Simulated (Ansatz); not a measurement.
**BaTiO3: convergence and cost**

An exercise on one series of results from a longer session: the logs are not shown, and one member is left open.

Method: DFT r2SCAN, scalar-relativistic, plane waves, PAW, in Ansatz 0.2.0.

1 further run of the same task is left out (set aside as unsound or not needed).

## The starting structure

The structure is trigonal, space group R3m (No. 160). The conventional cell has a = 5.655 Å, b = 5.655 Å, c = 6.953 Å, α = 90.00°, β = 90.00°, γ = 120.00°. Ba (site symmetry 3m) has 12 O at 2.79 to 2.88 Å as nearest neighbours. Ti (site symmetry 3m) has 6 O at 1.88 to 2.14 Å as nearest neighbours. Around O (site symmetry m) lie 2 Ti at 1.88 to 2.14 Å.

Coordinates:

```
Ba Ti O
1.0
     2.82767    1.63255    2.31773
    -2.82767    1.63255    2.31773
     0.00000   -3.26511    2.31773
Ba Ti O
1 1 3
Direct
  0.00000 0.00000 0.00000
  0.51400 0.51400 0.51400
  0.49160 0.49160 0.98150
  0.49160 0.98150 0.49160
  0.98150 0.49160 0.49160
```

The structure comes from the Crystallography Open Database; it is used as listed.

## The base input

File input.yaml:

```yaml
crystal:
  lattice:
    - [2.8276681575, 1.6325549719, 2.317731608]
    - [-2.8276681575, 1.6325549719, 2.317731608]
    - [0.0, -3.2651099438, 2.317731608]
  atoms:
    - { symbol: Ba, position: [0.0, 0.0, 0.0] }
    - { symbol: Ti, position: [0.514, 0.514, 0.514] }
    - { symbol: O, position: [0.4916, 0.4916, 0.9815] }
    - { symbol: O, position: [0.4916, 0.9815, 0.4916] }
    - { symbol: O, position: [0.9815, 0.4916, 0.4916] }
basis:
  ecutwfc: 500
kpoints:
  mp_grid: { grid: [6, 6, 6] }
hamiltonian:
  xc: r2scan
scf:
  occupations: { method: gaussian, width: 0.02 }
output:
  forces: true
  stress: true
  eigenvalues: true
  populations: true
```

Its results, from an earlier run: -2036.7661 eV/atom at zero smearing, pressure 1.88 GPa, largest force 0.107 eV/Å, gap on the mesh 2.77 eV, in 7 SCF cycles and 16 s.

The first run:

File input.yaml:

```yaml
crystal:
  lattice:
    - [2.8276681575, 1.6325549719, 2.317731608]
    - [-2.8276681575, 1.6325549719, 2.317731608]
    - [0.0, -3.2651099438, 2.317731608]
  atoms:
    - { symbol: Ba, position: [0.0, 0.0, 0.0] }
    - { symbol: Ti, position: [0.514, 0.514, 0.514] }
    - { symbol: O, position: [0.4916, 0.4916, 0.9815] }
    - { symbol: O, position: [0.4916, 0.9815, 0.4916] }
    - { symbol: O, position: [0.9815, 0.4916, 0.4916] }
basis:
  ecutwfc: 150
kpoints:
  mp_grid: { grid: [6, 6, 6] }
hamiltonian:
  xc: r2scan
scf:
  occupations: { method: gaussian, width: 0.02 }
output:
  forces: true
  stress: true
  eigenvalues: true
```

Run with:

```sh
> ansatz run input.yaml --threads 1 --pin off --max-ram 2560MiB --backend cpu --events-out ev --progress --plain --runs-dir out
```

Among the steps run: Plane-wave cutoff: 150 eV; Plane-wave cutoff set to 200 eV; Plane-wave cutoff: 250 eV; Plane-wave cutoff set to 300 eV; Plane-wave cutoff: 350 eV; Plane-wave cutoff set to 380 eV; Plane-wave cutoff: 460 eV; Plane-wave cutoff: 520 eV; Plane-wave cutoff set to 600 eV; Plane-wave cutoff: 700 eV; Plane-wave cutoff: 850 eV.

One of the session's tables, all rows but one given; the rest of the session is left out.

It belongs to the step «What the plane-wave cutoff changes». 

```
cutoff (eV)  ΔE (meV/atom)  pressure (GPa)  largest change of a force component (eV/Å)  gap on the mesh (eV)
        150          16828           28.69                                       1.737                 1.959
        200           4785            9.29                                       2.522                 2.333
        250           1222            0.24                                       0.388                 2.778
        300            284            0.90                                       0.329                 2.723
        350           51.3            1.82                                       0.025                 2.769
        380              ?               ?                                           ?                     ?
        460           3.98            1.89                                       0.005                 2.769
        500           3.31            1.88                                       0.002                 2.769
        520           2.95            1.87                                       0.000                 2.769
        600           1.47            1.87                                       0.001                 2.769
        700           0.56            1.87                                       0.000                 2.769
        850           0.00            1.87                                       0.000                 2.769
```

**Question.** Estimate the row for cutoff (eV) = 380.

Worked estimate for «ΔE (meV/atom)». A straight line through the neighbours (350, 51.3) and (460, 3.98) gives 51.3 + (3.98 − 51.3) × (380 − 350) / (460 − 350) = 38.4; a parabola fitted to 4 rows on both sides gives 11.3.

**Answer.** ΔE (meV/atom): 17.8; pressure (GPa): 1.84; largest change of a force component (eV/Å): 0.001; gap on the mesh (eV): 2.771. In «ΔE (meV/atom)» the line misses by +20.6 and the parabola by -6.5.

To keep in mind: Warnings in the runs' records: cutoff below recommended.
